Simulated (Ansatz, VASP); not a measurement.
# One calculation of Ag, two programs

Contents of INCAR:

```
PREC     = Accurate       # precision mode
ENCUT    = 600            # plane-wave cutoff, eV
EDIFF    = 1E-7           # SCF threshold, eV
ISMEAR   = -1             # smearing method
SIGMA    = 0.05           # smearing width, eV
LREAL    = False          # projectors in reciprocal space
LASPH    = True           # aspherical terms in the spheres
NELM     = 80             # most SCF steps
ALGO     = Normal         # electronic algorithm
ISIF     = 3              # what is computed and relaxed
LWAVE    = False          # write WAVECAR
LCHARG   = False          # write CHGCAR
GGA      = RE             # functional
IVDW     = 13             # dispersion correction
IBRION   = 2              # ionic algorithm
NSW      = 60             # ionic steps
EDIFFG   = -0.02          # ionic threshold
```

The input KPOINTS:

```
regular mesh
0
Gamma
  11 11 11
```

The input POSCAR:

```
Ag
1.0
    0.0000000000      2.0427500000      2.0427500000
    2.0427500000      0.0000000000      2.0427500000
    2.0427500000      2.0427500000      0.0000000000
Ag
1
Direct
    0.0000000000      0.0000000000      0.0000000000
```

File input.yaml:

```yaml
crystal:
  lattice:
    - [0.0, 2.04275, 2.04275]
    - [2.04275, 0.0, 2.04275]
    - [2.04275, 2.04275, 0.0]
  atoms:
    - { symbol: Ag, position: [0.0, 0.0, 0.0] }
hamiltonian:
  xc: revpbe
  pseudopotentials: { kind: paw }
  dispersion: d4
kpoints:
  mp_grid: { grid: [11, 11, 11] }
scf:
  occupations: { method: fermi_dirac, width: 0.05 }
output:
  forces: true
  stress: true
relax:
  f_tol: 0.01
  max_steps: 40
  cell: { stress_tol: 0.05 }
```

Alike in both runs: task relaxation of cell and atoms; functional revPBE; dispersion D4; k mesh 11 × 11 × 11; occupations fermi-dirac, width 0.05 eV; no spin polarisation.

```csv
,VASP,Ansatz
version,VASP 6.6.1,Ansatz 0.2.0
potentials or method,"VASP PAW PBE potentials, release 64 (Ag)",Ansatz PAW
plane-wave cutoff (eV),600,420
valence electrons in the cell,11,19
```

Ansatz gave:

| Item | Value |
| --- | --- |
| relaxed volume (Å³/atom) | 16.85 |
| relaxed cell length with the largest relative difference (Å) | 2.878 |
| energy change over the relaxation (meV/atom) | -1 |

What did VASP give for the same quantities?

Relaxed volume (Å³/atom): 16.81; relaxed cell length with the largest relative difference (Å): 2.876; energy change over the relaxation (meV/atom): -1.

The two sets of potentials don't hold the same shells in valence.

Caveats: the PAW data sets were made with another functional, which shifts forces and pressure a little (VASP); pairwise dispersion overbinds metals, which lowers pressure and volume (VASP); the plane-wave basis is chosen anew once the cell has moved, so the energies of steps on either side of that aren't comparable (Ansatz); the PAW data sets come from PBE, with cores solved anew for the run's functional, which leaves a small shift of forces and pressure (Ansatz).
